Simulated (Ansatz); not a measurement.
Set up this calculation in Ansatz 0.2.0, as the native input.

```
Task                : phonons
Functional          : PBE
Potentials or basis : Ansatz PAW
Cutoff              : 420 eV (not typed: the program's choice for these potentials)
k mesh              : 8 × 8 × 4
Occupations         : fixed
Spin                : no spin polarisation
```

Crystal: SrO.

```xyz
4
Lattice="3.5533 0.0000 0.0000 -1.7766 3.0772 0.0000 0.0000 0.0000 6.2173" Properties=species:S:1:pos:R:3 pbc="T T T"
Sr    1.7766    1.0257    4.6630
Sr    0.0000    2.0515    1.5543
O     0.0000    0.0000    3.1087
O     0.0000    0.0000    0.0000
```

Measurements of this composition are mostly on another form, of space group No. 225.

The input as run:

input.yaml

```yaml
crystal:
  lattice:
    - [3.5532880902, 0.0, 0.0]
    - [-1.7766440451, 3.0772377531, 0.0]
    - [0.0, 0.0, 6.21730398]
  atoms:
    - { symbol: Sr, position: [0.6666666667, 0.3333333333, 0.75] }
    - { symbol: Sr, position: [0.3333333333, 0.6666666667, 0.25] }
    - { symbol: O, position: [0.0, 0.0, 0.5] }
    - { symbol: O, position: [0.0, 0.0, 0.0] }
hamiltonian:
  xc: pbe
  pseudopotentials: { kind: paw }
kpoints:
  mp_grid: { grid: [8, 8, 4] }
scf:
  occupations: { method: fixed }
phonons:
  method: dfpt
  dielectric: true
  rigid_motions: translations
```

Potentials or basis: Ansatz PAW.

Run with:

```bash
$ ansatz run input.yaml --threads 2 --pin off --max-ram 5632MiB --backend cpu --events-out ev --progress --plain --runs-dir out
```

It gave:

```
Band gap on the k mesh                                  : 3.08 eV, direct
Electronic dielectric tensor (diagonal)                 : 3.84, 3.84, 4.04
Born charges (mean of the diagonal)                     : Sr +2.35; O -2.35 e
Highest phonon frequency at Γ, LO-TO splitting left out : 464 cm⁻¹
Static dielectric tensor (diagonal)                     : 12.69, 12.69, 20.22
```

Wall time 84 s on 2 threads of Intel(R) Xeon(R) Processor @ 2.70GHz, with other jobs on the host, peak memory 0.74 GiB.
